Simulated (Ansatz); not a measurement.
# AlNi at several levels of theory

One geometry, relaxed with PBE, and single points on it; plane waves with PAW potentials in Ansatz, scalar-relativistic unless the row names spin-orbit coupling. Collinear spin, which adds to the cost, in r2SCAN (no moment survived); no spin polarisation in PBE, LDA. Meshes are on the primitive cell of 2 atoms. Gaps are the least over mesh and band path; pressure is positive in compression. Smearing is Gaussian, 0.10 eV.

```
Al Ni
1.0
     2.04281   -2.04281    0.00000
     2.04281    2.04281    0.00000
     0.00000    0.00000    2.90114
Al Ni
1 1
Cartesian
  0.0000 0.0000 0.0000
  2.0428 0.0000 1.4506
```

| level | cutoff (eV) | k mesh | gap (eV) | pressure (GPa) | rough cost with bands (core-min) |
| --- | --- | --- | --- | --- | --- |
| PBE | 420 | 16×16×14 | 0 | 0.0 | 0.6 |

Task: What do r2SCAN, LDA give on the same cell?

Result:
```json
{"level": "r2SCAN", "cutoff (eV)": "500", "k mesh": "16×16×14", "gap (eV)": "0", "pressure (GPa)": "-5.1", "rough cost with bands (core-min)": "2.9"}
{"level": "LDA", "cutoff (eV)": "420", "k mesh": "16×16×14", "gap (eV)": "0", "pressure (GPa)": "-10.3", "rough cost with bands (core-min)": "0.6"}
```